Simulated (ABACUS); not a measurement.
# MgS (P6_3mc) in ABACUS: reference runs, part 2 of 2

ABACUS 3.10.1.

## Step 3: Single point, PBE (atoms moved at random, drawn with an rms of 0.05 Å)

INPUT reads:

```
INPUT_PARAMETERS
suffix              MgS
calculation         scf
basis_type          pw
pseudo_dir          ./
symmetry            1
dft_functional      pbe
ecutwfc             84
pseudo_rcut         10
nspin               1
nbands              20
ks_solver           dav
smearing_method     fd
smearing_sigma      0.00367493
scf_thr             1e-08
scf_nmax            100
mixing_type         broyden
mixing_beta         0.7
cal_force           1
cal_stress          1
out_chg             1
out_pot             2
out_elf             1
```

STRU reads:

```
ATOMIC_SPECIES
S 32.0600 S.upf
Mg 24.3050 Mg.upf

LATTICE_CONSTANT
1.8897261246

LATTICE_VECTORS
4.0346224068 0.0000000000 0.0000000000
-2.0173112034 3.4940854990 0.0000000000
0.0000000000 0.0000000000 6.4322941800

ATOMIC_POSITIONS
Direct

S
0.0
2
0.6617040000 0.3374660000 0.8723450000 1 1 1
0.3364140000 0.6649440000 0.3715030000 1 1 1

Mg
0.0
2
0.3340580000 0.6686330000 0.9975070000 1 1 1
0.6644550000 0.3253470000 0.5008510000 1 1 1
```

KPT reads:

```
K_POINTS
0
Gamma
8 8 4 0 0 0
```

Potentials or basis: PseudoDojo NC SR 0.4.1 PBE standard, plane waves.

Started as:

```sh
$ OMP_NUM_THREADS=1 mpirun -np 4 abacus > log
```

running log:

```text
ABACUS v3.10.1

               Atomic-orbital Based Ab-initio Computation at UStc

 ------------------------------------------------------------------------------------

 READING GENERAL INFORMATION
                           global_out_dir = OUT.MgS/
                           global_in_card = INPUT
                               pseudo_dir = ./
                              orbital_dir =
                                    DSIZE = 4
                                    GSIZE = 1

 READING UNITCELL INFORMATION
                                    ntype = 2
                  lattice constant (Bohr) = 1.88973
              lattice constant (Angstrom) = 1

 READING ATOM TYPE 1
                               atom label = S
                      L=0, number of zeta = 1
                      L=1, number of zeta = 1
                      L=2, number of zeta = 1
             number of atom for this type = 2

 READING ATOM TYPE 2
                               atom label = Mg
                      L=0, number of zeta = 1
                      L=1, number of zeta = 1
                      L=2, number of zeta = 1
             number of atom for this type = 2

                        TOTAL ATOM NUMBER = 4
DIRECT COORDINATES
    atom                   x                   y                   z     mag                  vx                  vy                  vz
taud_S1            0.6617040000        0.3374660000        0.8723450000  0.0000        0.0000000000        0.0000000000        0.0000000000
taud_S2            0.3364140000        0.6649440000        0.3715030000  0.0000        0.0000000000        0.0000000000        0.0000000000
taud_Mg1            0.3340580000        0.6686330000        0.9975070000  0.0000        0.0000000000        0.0000000000        0.0000000000
taud_Mg2            0.6644550000        0.3253470000        0.5008510000  0.0000        0.0000000000        0.0000000000        0.0000000000

                          Volume (Bohr^3) = 611.926
                             Volume (A^3) = 90.678

 Lattice vectors: (Cartesian coordinate: in unit of a_0)
             +4.03462                  +0                  +0
             -2.01731            +3.49409                  +0
                   +0                  +0            +6.43229
 Reciprocal vectors: (Cartesian coordinate: in unit of 2 pi/a_0)
            +0.247855           +0.143099                  -0
                   -0           +0.286198                  -0
                   +0                  -0           +0.155466
 The esolver type has been set to : ksdft_pw

                PAO radial cut off (Bohr) = 10

 Read in pseudopotential file is S.upf
                     pseudopotential type = NC
          exchange-correlation functional = PBE
                 nonlocal core correction = 1
                        valence electrons = 6
                                     lmax = 2
                           number of zeta = 2
                     number of projectors = 6
                           L of projector = 0
[... 5 lines left out ...]
                PAO radial cut off (Bohr) = 10

 Read in pseudopotential file is Mg.upf
                     pseudopotential type = NC
          exchange-correlation functional = PBE
                 nonlocal core correction = 0
                        valence electrons = 10
                                     lmax = 1
                           number of zeta = 3
                     number of projectors = 4
                           L of projector = 0
                           L of projector = 0
                           L of projector = 1
                           L of projector = 1
     initial pseudo atomic orbital number = 18

 SETUP THE ELECTRONS NUMBER
             electron number of element S = 6
       total electron number of element S = 12
            electron number of element Mg = 10
      total electron number of element Mg = 20
            AUTOSET number of electrons:  = 32
[... 119 lines left out ...]
      30  0.00000000  0.50000000  0.00000000  0.0039      32
[... 102 further k points ...]

                               nkstot now = 132
[... K-POINTS DIRECT COORDINATES: 132 rows ...]

           k-point number in this process = 132
       minimum distributed K point number = 132
[... stars of the k points ...]

[... K-POINTS CARTESIAN COORDINATES: 132 rows ...]

[... K-POINTS DIRECT COORDINATES: 132 rows ...]

 SETUP PLANE WAVES FOR WAVE FUNCTIONS
     energy cutoff for wavefunc (unit:Ry) = 84
              fft grid for wave functions = [ 45, 45, 72 ]
                    number of plane waves = 10407
                         number of sticks = 409

 PARALLEL PW FOR WAVE FUNCTIONS
     PROC   COLUMNS(POT)             PW
        1            102           2602
        2            100           2602
        3            104           2602
        4            103           2601
 --------------- sum -------------------
        4            409          10407

 SETUP NONLOCAL PSEUDOPOTENTIALS IN PLANE WAVE BASIS
 S non-local projectors:
 projector 1 L=0
 projector 2 L=0
 projector 3 L=1
 projector 4 L=1
 projector 5 L=2
 projector 6 L=2
 Mg non-local projectors:
 projector 1 L=0
 projector 2 L=0
 projector 3 L=1
 projector 4 L=1
      TOTAL NUMBER OF NONLOCAL PROJECTORS = 52

 Init Non-Local PseudoPotential table :
 Init Non-Local-Pseudopotential done.

                                     npwx = 2016

 Make real space PAO into reciprocal space.
       max mesh points in Pseudopotential = 1001
     dq(describe PAO in reciprocal space) = 0.01
                                    max q = 1104

 number of pseudo atomic orbitals for S is 2
WARNING: norm of atomic wavefunction # 2 of atomic type S is 0.999996, renormalized

 number of pseudo atomic orbitals for Mg is 3
WARNING: norm of atomic wavefunction # 3 of atomic type Mg is 0.9998, renormalized

 -------------------------------------------
 SELF-CONSISTENT
 -------------------------------------------
                                 init_chg = atomic

 PW ALGORITHM --------------- ION=   1  ELEC=   1--------------------------------
 Notice: Threshold on eigenvalues was too large.
 hsover_error=0.32 > DRHO=0.252304
 Origin diag ethr = 0.01
 New diag ethr = 0.00078845

 Density error is 0.253853384531
                          Error Threshold = 0.000788450206869
----------------------------------------------------------
     Energy           Rydberg                 eV
----------------------------------------------------------
 E_KohnSham     -282.0899871780      -3838.0311743675
 E_Harris       -282.5417577610      -3844.1778284854
 E_Fermi        0.2448443141         3.3312777945
----------------------------------------------------------
[... 63 lines left out ...]
 Density error is 6.4157186157e-09
                          Error Threshold = 1.32661355633e-10
----------------------------------------------------------
     Energy           Rydberg                 eV
----------------------------------------------------------
 E_KohnSham     -282.1500747988      -3838.8487083895
 E_KS(sigma->0) -282.1500747988      -3838.8487083895
 E_Harris       -282.1495873353      -3838.8420761089
 E_band         -54.4896524135       -741.3697548632
 E_one_elec     -205.4971033607      -2795.9315282009
 E_Hartree      102.3021853961       1391.8926392396
 E_xc           -44.6206189538       -607.0946660586
 E_Ewald        -134.3345378804      -1827.7151533696
 E_entropy(-TS) -0.0000000000        -0.0000000000
 E_descf        0.0000000000         0.0000000000
 E_exx          0.0000000000         0.0000000000
 E_Fermi        0.3512147683         4.7785220700
----------------------------------------------------------

 charge density convergence is achieved
 final etot is -3838.8487084 eV
 EFERMI = 4.77852207 eV
The vacuum level is 7.2130807697 eV

 STATE ENERGY(eV) AND OCCUPATIONS    NSPIN == 1
 1/132 kpoint (Cartesian) = 0.0000 0.0000 0.0000 (1983 pws)
       1       -70.7228     0.00781250
       2       -70.6928     0.00781250
       3       -37.4985     0.00781250
       4       -37.4945     0.00781250
       5       -37.4934     0.00781250
       6       -37.4688     0.00781250
[... 122 lines left out ...]
      19        10.3411    7.54630e-51
      20        11.0321    7.51935e-57

[... levels at 126 further k points ...]

------------------------------------------------------------------------------------------
 TOTAL-FORCE (eV/Angstrom)
------------------------------------------------------------------------------------------
                        S1         0.1602496019        -0.0572200341         0.3409803442
                        S2        -0.0540231104        -0.1023997541         0.3436946618
                       Mg1        -0.1396396191         0.0365773176        -0.2355360272
                       Mg2         0.0334131276         0.1230424706        -0.4491389788
------------------------------------------------------------------------------------------

----------------------------------------------------------------
 TOTAL-STRESS (KBAR)
----------------------------------------------------------------
         3.0482385087        -3.7400943700        -1.3348828149
        -3.7400943700         4.3912528406         2.0373265181
        -1.3348828149         2.0373265181        30.5186899793
----------------------------------------------------------------
 TOTAL-PRESSURE: 12.652727 KBAR

 --------------------------------------------
 !FINAL_ETOT_IS -3838.8487083895215619 eV
 --------------------------------------------
```

Wall time 86 s (4 MPI ranks of Intel Xeon Platinum 8488C (Sapphire Rapids), shared host); peak memory 0.72 GiB.

What came out:

| Quantity | Value |
| --- | --- |
| Free energy | -3838.8487 eV |
| Pressure | 1.3 GPa |
| Largest force | 0.467 eV/Å |
| Band gap on the k mesh | 3.51 eV, direct |

Forces on the atoms (eV/Å):
```
S    0.160 -0.057  0.341
S   -0.054 -0.102  0.344
Mg  -0.140  0.037 -0.236
Mg   0.033  0.123 -0.449
```

Stress tensor (GPa, compression positive):
```
 0.30 -0.37 -0.13
-0.37  0.44  0.20
-0.13  0.20  3.05
```
